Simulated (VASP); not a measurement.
Wanted: the native input for a VASP 6.6.1 run.

```
Task                   : dielectric tensor
Functional             : PBE
Potentials or basis    : VASP PAW PBE potentials, release 64 (Ti_sv, O)
Cutoff                 : 600 eV
k mesh                 : 8 × 8 × 12
Occupations            : gaussian, width 0.03 eV
Spin                   : no spin polarisation
Monkhorst-Pack mesh    : yes
Further INCAR settings : ALGO = Normal; EDIFF = 1e-08
```

The structure of TiO2 (Rutile) lies in POSCAR:

```
TiO2                                    
1.0
    4.6444433259      0.0000000000      0.0000000000
   -0.0000000000      4.6444433259      0.0000000000
    0.0000000000      0.0000000000      2.9670187836
  Ti              O             
     2     4
Direct
     1.0000000000000000    1.0000000000000000    1.0000000000000000
     0.5000000000000000    0.5000000000000000    0.5000000000000000
     0.3049848506199473    0.3049848506199473    1.0000000000000000
     0.1950151493800526    0.8049848506199474    0.5000000000000000
     0.6950151493800526    0.6950151493800526    0.0000000000000000
     0.8049848506199474    0.1950151493800526    0.5000000000000000
```

The input as run:

INCAR

```
SYSTEM = TiO2
ALGO = Normal
EDIFF = 1E-8
ENCUT = 600
GGA = PE
ISIF = 2
ISMEAR = 0
KPAR = 2
LASPH = .True.
LCHARG = .False.
LEPSILON = .True.
LREAL = .False.
LWAVE = .False.
NELM = 80
PREC = Accurate
SIGMA = 0.03
```

KPOINTS

```
k-points
0
Monkhorst
  8 8 12
  0 0 0
```

Potentials or basis: VASP PAW PBE potentials, release 64 (Ti_sv, O).

Run with:

```sh
$ cat potpaw_PBE.64/Ti_sv/POTCAR potpaw_PBE.64/O/POTCAR > POTCAR
$ mpirun -np 2 vasp_std > vasp.out
```

Results of the run:

* Electronic dielectric tensor (diagonal): 7.39, 7.39, 8.98
* Born charges (mean of the diagonal): Ti +6.75; O -3.38 e

Wall time 31 min on 2 MPI ranks on AMD EPYC 7R13 Processor (Zen 3), on a shared host, peak memory 0.56 GiB a rank.
